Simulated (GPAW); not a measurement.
# Si (Fd-3m) in GPAW: further runs

One crystal, Si, is run at these levels: PBEsol+D4, PBE; tasks: relaxation of cell and atoms, single point.

Everything below comes from runs of GPAW 26.7.0. Logs are shortened: lines on timing, memory, paths and dates and some standing lists are left out, and cuts for length are marked. The log counts tension as positive stress, the text compression.

## (1) The crystal as given

Symmetry: Fd-3m, No. 227, cubic system. The conventional cell has a = 5.444 Å, b = 5.444 Å, c = 5.444 Å, α = 90.00°, β = 90.00°, γ = 90.00°. Around Si (site symmetry -43m) lie 4 Si at 2.36 Å.

## (2) Relaxation of cell and atoms, PBEsol+D4

The input, run.py:

```python
from ase import Atoms
from ase.calculators.mixing import SumCalculator
from ase.filters import FrechetCellFilter
from ase.io import write
from ase.optimize import BFGS
from dftd4.ase import DFTD4
from gpaw import GPAW, PW, setup_paths

setup_paths.insert(0, '.')

atoms = Atoms(['Si', 'Si'],
              cell=[[0.0, 2.7218511865, 2.7218511865],
                    [2.7218511865, 0.0, 2.7218511865],
                    [2.7218511865, 2.7218511865, 0.0]],
              scaled_positions=[[0.5, 0.5, 0.5],
                                [0.75, 0.75, 0.75]],
              pbc=True)

calc = GPAW(mode=PW(600),
            xc='PBEsol',
            kpts={'size': (8, 8, 8), 'gamma': True},
            occupations={'name': 'fermi-dirac', 'width': 0.05},
            nbands=11,
            convergence={'density': 1e-05, 'forces': 0.0001},
            maxiter=150,
            txt='gpaw.txt')
atoms.calc = SumCalculator([calc, DFTD4(method='pbesol')])
opt = BFGS(FrechetCellFilter(atoms), trajectory='relax.traj', logfile='-')
done = opt.run(fmax=0.02, steps=60)
calc.write('gs.gpw')
write('result.traj', atoms)
print('Converged:', done)
print('Cell:', atoms.cell.cellpar().round(4))
print('Volume:', round(atoms.get_volume(), 4))
print(atoms.get_scaled_positions().round(5))
```

Potentials or basis: PAW data sets generated in the run's folder for this functional, pw.

Command:

```console
gpaw-setup -f PBEsol Si
OMP_NUM_THREADS=1 python run.py
```

gpaw.txt:

```text
__  _  _
 | _ |_)|_||  |
 |__||  | ||/\| - 26.7.0

Input parameters:
  mode=PW(ecut=600.0),
  convergence={'density': 1e-05, 'forces': 0.0001},
  kpts=MonkhorstPack(size=(8, 8, 8), gamma=True),
  maxiter=150,
  nbands=11,
  occupations=Occupations(name='fermi-dirac', width=0.05),
  xc=XC(name='PBEsol')

Diagonalizing LCAO Hamiltonian
Converting LCAO to pw mode

           Si

       Si

Atoms  # Å, Bohr magnetons
|   | symbol |        x |        y |        z |    initial magnetic moments |
|---|--------|----------|----------|----------|-----------------------------|
| 0 |     Si | 2.721851 | 2.721851 | 2.721851 | ( 0.0000,  0.0000,  0.0000) |
| 1 |     Si | 4.082777 | 4.082777 | 4.082777 | ( 0.0000,  0.0000,  0.0000) |

Unit cell  # Å
| periodic |        x |        y |        z |  lengths |    angles |
|----------|----------|----------|----------|----------|-----------|
|      yes | 0.000000 | 2.721851 | 2.721851 | 3.849279 | 60.000000 |
|      yes | 2.721851 | 0.000000 | 2.721851 | 3.849279 | 60.000000 |
|      yes | 2.721851 | 2.721851 | 0.000000 | 3.849279 | 60.000000 |

Number of symmetries: 24
Symmetry operations  # r_c * U_cc + t_c -> r_c
|    | kind |            matrix            |
|----|------|------------------------------|
|  0 |  E   |  1, 0, 0,  0, 1, 0,  0, 0, 1 |
|  1 |  σ   |  1, 0, 0,  0, 0, 1,  0, 1, 0 |
|  2 |  σ   |  1, 0,-1,  0, 1,-1,  0, 0,-1 |
|  3 |  C3  |  1, 0,-1,  0, 0,-1,  0, 1,-1 |
|  4 |  C3  |  1,-1, 0,  0,-1, 1,  0,-1, 0 |
|  5 |  σ   |  1,-1, 0,  0,-1, 0,  0,-1, 1 |
|  6 |  σ   |  0, 1, 0,  1, 0, 0,  0, 0, 1 |
|  7 |  C3  |  0, 1, 0,  0, 0, 1,  1, 0, 0 |
|  8 |  C2  |  0, 1,-1,  1, 0,-1,  0, 0,-1 |
|  9 |  S4  |  0, 1,-1,  0, 0,-1,  1, 0,-1 |
| 10 |  C3  |  0, 0, 1,  1, 0, 0,  0, 1, 0 |
| 11 |  σ   |  0, 0, 1,  0, 1, 0,  1, 0, 0 |
| 12 |  S4  |  0, 0,-1,  1, 0,-1,  0, 1,-1 |
| 13 |  C3  |  0, 0,-1,  0, 1,-1,  1, 0,-1 |
[... 119 lines left out ...]
SCF iterations
|iter     | |      energy | eigst |  dens |force |
|---------|-|-------------|-------|-------|------|
|iter:   1| |  -11.615844 | -0.08 |       |      |
|iter:   2| |  -11.600963 | -2.56 | -0.81 |      |
|iter:   3| |  -11.477897 | -2.24 | -0.84 |      |
|iter:   4| |  -11.475762 | -3.22 | -1.48 |      |
|iter:   5| |  -11.475839c| -5.06 | -2.31 |      |
|iter:   6| |  -11.475843c| -6.69 | -3.30 |      |
|iter:   7| |  -11.475844c| -7.77c| -3.72 |      |
|iter:   8| |  -11.475844c| -8.66c| -4.99 |      |
|iter:   9| |  -11.475844c| -9.51c| -5.49c|      |
|iter:  10| |  -11.475844c|-10.66c| -6.61c|-15.97c|

Converged in 10 steps
Energy contributions relative to reference atoms: (reference = -15743.393420)

Energy contributions:
  Kinetic:          14.709173
  Coulomb:         -13.067560
  Zero:             -0.023056
  External:          0.000000
  Xc:              -13.094369
  Entropy:          -0.000065
  Spinorbit:         0.000000
  ----------------------------
  Free energy:     -11.475877
  Extrapolated:    -11.475844
[... 26 lines left out ...]
Stress tensor  # eV/Ang^3
|         x |         y |         z |
|-----------|-----------|-----------|
|  0.001660 | -0.000000 | -0.000000 |
| -0.000000 |  0.001660 |  0.000000 |
| -0.000000 |  0.000000 |  0.001660 |

Forces  # eV/Ang
|        x |        y |       z |
|----------|----------|---------|
|  0.00000 |  0.00000 | 0.00000 |  # Si   0
| -0.00000 | -0.00000 | 0.00000 |  # Si   1

Interpolating wave functions to new cell

           Si

       Si

Atoms  # Å, Bohr magnetons
|   | symbol |        x |        y |        z |    initial magnetic moments |
|---|--------|----------|----------|----------|-----------------------------|
| 0 |     Si | 2.717956 | 2.717956 | 2.717956 | ( 0.0000,  0.0000,  0.0000) |
| 1 |     Si | 4.076935 | 4.076935 | 4.076935 | ( 0.0000,  0.0000,  0.0000) |

Unit cell  # Å
| periodic |        x |        y |         z |  lengths |    angles |
|----------|----------|----------|-----------|----------|-----------|
|      yes | 0.000000 | 2.717956 |  2.717956 | 3.843771 | 60.000000 |
|      yes | 2.717956 | 0.000000 |  2.717956 | 3.843771 | 60.000000 |
|      yes | 2.717956 | 2.717956 | -0.000000 | 3.843771 | 60.000000 |

Number of symmetries: 24
Symmetry operations  # r_c * U_cc + t_c -> r_c
|    | kind |            matrix            |
|----|------|------------------------------|
|  0 |  E   |  1, 0, 0,  0, 1, 0,  0, 0, 1 |
|  1 |  σ   |  1, 0, 0,  0, 0, 1,  0, 1, 0 |
|  2 |  σ   |  1, 0,-1,  0, 1,-1,  0, 0,-1 |
|  3 |  C3  |  1, 0,-1,  0, 0,-1,  0, 1,-1 |
|  4 |  C3  |  1,-1, 0,  0,-1, 1,  0,-1, 0 |
|  5 |  σ   |  1,-1, 0,  0,-1, 0,  0,-1, 1 |
|  6 |  σ   |  0, 1, 0,  1, 0, 0,  0, 0, 1 |
|  7 |  C3  |  0, 1, 0,  0, 0, 1,  1, 0, 0 |
|  8 |  C2  |  0, 1,-1,  1, 0,-1,  0, 0,-1 |
|  9 |  S4  |  0, 1,-1,  0, 0,-1,  1, 0,-1 |
| 10 |  C3  |  0, 0, 1,  1, 0, 0,  0, 1, 0 |
| 11 |  σ   |  0, 0, 1,  0, 1, 0,  1, 0, 0 |
| 12 |  S4  |  0, 0,-1,  1, 0,-1,  0, 1,-1 |
| 13 |  C3  |  0, 0,-1,  0, 1,-1,  1, 0,-1 |
[... 119 lines left out ...]
SCF iterations
|iter     | |      energy | eigst |  dens |force |
|---------|-|-------------|-------|-------|------|
|iter:   1| |  -11.476026 | -3.79 |       |      |
|iter:   2| |  -11.476011 | -6.66 | -2.62 |      |
|iter:   3| |  -11.475912c| -5.52 | -2.65 |      |
|iter:   4| |  -11.475908c| -6.50 | -3.35 |      |
|iter:   5| |  -11.475908c| -7.59c| -3.99 |      |
|iter:   6| |  -11.475908c| -9.02c| -5.21c|      |
|iter:   7| |  -11.475908c| -9.88c| -5.65c|-15.98c|

Converged in 7 steps
Energy contributions relative to reference atoms: (reference = -15743.393420)

Energy contributions:
  Kinetic:          15.124380
  Coulomb:         -13.397728
  Zero:             -0.023411
  External:          0.000000
  Xc:              -13.179116
  Entropy:          -0.000069
  Spinorbit:         0.000000
  ----------------------------
  Free energy:     -11.475942
  Extrapolated:    -11.475908
[... 26 lines left out ...]
Stress tensor  # eV/Ang^3
|         x |         y |         z |
|-----------|-----------|-----------|
| -0.000849 |  0.000000 |  0.000000 |
|  0.000000 | -0.000849 | -0.000000 |
|  0.000000 | -0.000000 | -0.000849 |

Forces  # eV/Ang
|        x |        y |        z |
|----------|----------|----------|
|  0.00000 | -0.00000 |  0.00000 |  # Si   0
| -0.00000 |  0.00000 | -0.00000 |  # Si   1

Interpolating wave functions to new cell

           Si

       Si

Atoms  # Å, Bohr magnetons
|   | symbol |        x |        y |        z |    initial magnetic moments |
|---|--------|----------|----------|----------|-----------------------------|
| 0 |     Si | 2.706060 | 2.706060 | 2.706060 | ( 0.0000,  0.0000,  0.0000) |
| 1 |     Si | 4.059090 | 4.059090 | 4.059090 | ( 0.0000,  0.0000,  0.0000) |

Unit cell  # Å
| periodic |        x |        y |         z |  lengths |    angles |
|----------|----------|----------|-----------|----------|-----------|
|      yes | 0.000000 | 2.706060 |  2.706060 | 3.826947 | 60.000000 |
|      yes | 2.706060 | 0.000000 |  2.706060 | 3.826947 | 60.000000 |
|      yes | 2.706060 | 2.706060 | -0.000000 | 3.826947 | 60.000000 |

Number of symmetries: 24
Symmetry operations  # r_c * U_cc + t_c -> r_c
|    | kind |            matrix            |
|----|------|------------------------------|
|  0 |  E   |  1, 0, 0,  0, 1, 0,  0, 0, 1 |
|  1 |  σ   |  1, 0, 0,  0, 0, 1,  0, 1, 0 |
|  2 |  σ   |  1, 0,-1,  0, 1,-1,  0, 0,-1 |
|  3 |  C3  |  1, 0,-1,  0, 0,-1,  0, 1,-1 |
|  4 |  C3  |  1,-1, 0,  0,-1, 1,  0,-1, 0 |
|  5 |  σ   |  1,-1, 0,  0,-1, 0,  0,-1, 1 |
|  6 |  σ   |  0, 1, 0,  1, 0, 0,  0, 0, 1 |
|  7 |  C3  |  0, 1, 0,  0, 0, 1,  1, 0, 0 |
|  8 |  C2  |  0, 1,-1,  1, 0,-1,  0, 0,-1 |
|  9 |  S4  |  0, 1,-1,  0, 0,-1,  1, 0,-1 |
| 10 |  C3  |  0, 0, 1,  1, 0, 0,  0, 1, 0 |
| 11 |  σ   |  0, 0, 1,  0, 1, 0,  1, 0, 0 |
| 12 |  S4  |  0, 0,-1,  1, 0,-1,  0, 1,-1 |
| 13 |  C3  |  0, 0,-1,  0, 1,-1,  1, 0,-1 |
[... 119 lines left out ...]
SCF iterations
|iter     | |      energy | eigst |  dens |force |
|---------|-|-------------|-------|-------|------|
|iter:   1| |  -11.474491 | -2.83 |       |      |
|iter:   2| |  -11.474354 | -5.69 | -2.13 |      |
|iter:   3| |  -11.473417c| -4.55 | -2.16 |      |
|iter:   4| |  -11.473374c| -5.53 | -2.87 |      |
|iter:   5| |  -11.473373c| -6.62 | -3.50 |      |
|iter:   6| |  -11.473373c| -8.05c| -4.73 |      |
|iter:   7| |  -11.473373c| -8.91c| -5.17c|      |
|iter:   8| |  -11.473373c| -9.89c| -6.17c|-16.11c|

Converged in 8 steps
Energy contributions relative to reference atoms: (reference = -15743.393420)

Energy contributions:
  Kinetic:          16.418044
  Coulomb:         -14.426028
  Zero:             -0.024518
  External:          0.000000
  Xc:              -13.440830
  Entropy:          -0.000083
  Spinorbit:         0.000000
  ----------------------------
  Free energy:     -11.473414
  Extrapolated:    -11.473373
[... 26 lines left out ...]
Stress tensor  # eV/Ang^3
|         x |         y |         z |
|-----------|-----------|-----------|
| -0.008826 | -0.000000 | -0.000000 |
| -0.000000 | -0.008826 | -0.000000 |
| -0.000000 | -0.000000 | -0.008826 |

Forces  # eV/Ang
|        x |        y |        z |
|----------|----------|----------|
| -0.00000 |  0.00000 | -0.00000 |  # Si   0
| -0.00000 | -0.00000 |  0.00000 |  # Si   1

# Writing to gs.gpw (mode='')
```

It took 63 s on 1 thread of Intel Xeon at 2.50GHz (Skylake/Cascade Lake), shared host; peak memory 0.17 GiB.

Results:

| Property | Result |
| --- | --- |
| Free energy | -11.8550 eV |
| Relaxed volume | 19.82 Å³/atom |
| Relaxed cell | a = 3.827 Å, b = 3.827 Å, c = 3.827 Å, α = 60.00°, β = 60.00°, γ = 60.00° |
| Space group after relaxing (to 0.05 Å) | Fd-3m (No. 227) |
| Energy gained by relaxing | 1.7 meV/atom |
| Ionic steps | 3 |
| Pressure after relaxing | 0.0 GPa |
| Band gap on the k mesh | 0.49 eV, indirect (least direct gap 2.52 eV) |
| Dispersion energy per atom | -0.191 eV |

The path:
| step | energy change (eV) | largest force (eV/Å) | pressure (GPa) | volume (Å³) |
| --- | --- | --- | --- | --- |
| 1 | 0.0000 | 0.0000 | -1.59 | 40.33 |
| 2 | -0.0015 | 0.0000 | -1.21 | 40.16 |
| 3 | -0.0034 | 0.0000 | 0.03 | 39.63 |

Final structure:
```
Si
1.0
     0.00000    2.70606    2.70606
     2.70606    0.00000    2.70606
     2.70606    2.70606    0.00000
Si
2
Direct
  0.50000 0.50000 0.50000
  0.75000 0.75000 0.75000
```

Levels at points of the mesh, in eV from the valence-band top:
```
           k point  band 1  band 2  band 3  band 4  band 5  band 6  band 7
(0.00, 0.00, 0.00)  -12.06    0.00    0.00    0.00    2.52    2.52    2.52
(0.50, 0.50, 0.00)   -7.87   -7.87   -2.90   -2.90    0.57    0.57   10.15
(0.50, 0.50, 0.50)   -9.69   -7.07   -1.21   -1.21    1.50    3.27    3.27
```

Caveat: later steps reuse the first step's grids.

## (3) Single point, PBE

The input, run.py:

```python
from ase.dft.bandgap import bandgap
from ase.io import read, write
from ase.units import GPa
from gpaw import GPAW, PW

atoms = read('Si.xyz')

calc = GPAW(mode=PW(400),
            xc='PBE',
            kpts={'size': (7, 7, 7), 'gamma': True},
            occupations={'name': 'fermi-dirac', 'width': 0.05},
            nbands=11,
            maxiter=120,
            txt='gpaw.txt')
atoms.calc = calc
energy = atoms.get_potential_energy()
forces = atoms.get_forces()
stress = atoms.get_stress()
calc.write('gs.gpw')
write('result.traj', atoms)
print(f'Energy: {energy:.6f} eV')
print('Forces (eV/A):')
print(forces.round(4))
print('Stress (GPa):', (stress / GPa).round(3))
print('Fermi level:', round(calc.get_fermi_level(), 4), 'eV')
print(f'Gap: {bandgap(calc)[0]:.4f} eV, direct: {bandgap(calc, direct=True)[0]:.4f} eV')
```

The input, Si.xyz:

```xyz
2
Lattice="0.0000000000 2.7218511865 2.7218511865 2.7218511865 0.0000000000 2.7218511865 2.7218511865 2.7218511865 0.0000000000" Properties=species:S:1:pos:R:3 pbc="T T T"
Si     2.7218511865      2.7218511865      2.7218511865
Si     4.0827767798      4.0827767798      4.0827767798
```

Potentials or basis: GPAW PAW data sets (gpaw-data 1.2.1), pw.

Command:

```console
OMP_NUM_THREADS=1 python run.py
```

gpaw.txt:

```text
__  _  _
 | _ |_)|_||  |
 |__||  | ||/\| - 26.7.0

Input parameters:
  mode=PW(ecut=400.0),
  kpts=MonkhorstPack(size=(7, 7, 7), gamma=True),
  maxiter=120,
  nbands=11,
  occupations=Occupations(name='fermi-dirac', width=0.05),
  xc=XC(name='PBE')

Diagonalizing LCAO Hamiltonian
Converting LCAO to pw mode

           Si

       Si

Atoms  # Å, Bohr magnetons
|   | symbol |        x |        y |        z |    initial magnetic moments |
|---|--------|----------|----------|----------|-----------------------------|
| 0 |     Si | 2.721851 | 2.721851 | 2.721851 | ( 0.0000,  0.0000,  0.0000) |
| 1 |     Si | 4.082777 | 4.082777 | 4.082777 | ( 0.0000,  0.0000,  0.0000) |

Unit cell  # Å
| periodic |        x |        y |        z |  lengths |    angles |
|----------|----------|----------|----------|----------|-----------|
|      yes | 0.000000 | 2.721851 | 2.721851 | 3.849279 | 60.000000 |
|      yes | 2.721851 | 0.000000 | 2.721851 | 3.849279 | 60.000000 |
|      yes | 2.721851 | 2.721851 | 0.000000 | 3.849279 | 60.000000 |

[... 154 lines left out ...]
  External:          0.000000
  Xc:              -12.529963
  Entropy:          -0.000050
  Spinorbit:         0.000000
  ----------------------------
  Free energy:     -10.785915
  Extrapolated:    -10.785890

dipole moment: (3.542435, 3.542435, 3.542435)  # |e|*Ang

Fermi level: 5.521
Eigenvalues  # (at kpt = [0.000, 0.000, 0.000])
| band index |      eig [eV] | occ [0-2] |
|------------|---------------|-----------|
|          0 |        -6.670 |     2.000 |
|          1 |         5.247 |     1.992 |
|          2 |         5.247 |     1.992 |
|          3 |         5.247 |     1.992 |
|          4 |         7.802 |     0.000 |
|          5 |         7.802 |     0.000 |
|          6 |         7.802 |     0.000 |
|          7 |         8.526 |     0.000 |
|          8 |        12.961 |     0.000 |
|          9 |        12.961 |     0.000 |
|         10 |        13.202 |     0.000 |

Gap: 0.582 eV
Transition (v -> c):
  (s=0, k=0, n=3, [0.00, 0.00, 0.00]) -> (s=0, k=16, n=4, [0.43, 0.43, 0.00])
Direct/indirect transitions are different
Direct gap: 2.554 eV
Transition at: (s=0, k=0, n=3, [0.00, 0.00, 0.00])

Forces  # eV/Ang
|       x |        y |       z |
|---------|----------|---------|
| 0.00000 |  0.00000 | 0.00000 |  # Si   0
| 0.00000 | -0.00000 | 0.00000 |  # Si   1

Stress tensor  # eV/Ang^3
|         x |         y |         z |
|-----------|-----------|-----------|
| -0.010132 | -0.000000 | -0.000000 |
| -0.000000 | -0.010132 | -0.000000 |
| -0.000000 | -0.000000 | -0.010132 |

# Writing to gs.gpw (mode='')
```

stdout:

```text
Energy: -10.785890 eV
Forces (eV/A):
[[ 0.  0.  0.]
 [ 0. -0.  0.]]
Stress (GPa): [-1.623 -1.623 -1.623 -0.    -0.    -0.   ]
Fermi level: 5.521 eV
Gap: 0.5824 eV, direct: 2.5545 eV
```

It took 12 s on 1 thread of Intel Xeon at 2.50GHz (Skylake/Cascade Lake), shared host; peak memory 0.13 GiB.

These settings aren't checked as converged: the numbers below hold their error.

What came out:

- Free energy: -10.7859 eV
- Pressure: 1.6 GPa
- Band gap on the k mesh: 0.58 eV, indirect (least direct gap 2.55 eV)

Caveat: the cutoff is short for stress and forces, so pressures can be off by a GPa or more; an odd mesh through Γ misses points on the zone boundary, where band edges often lie.
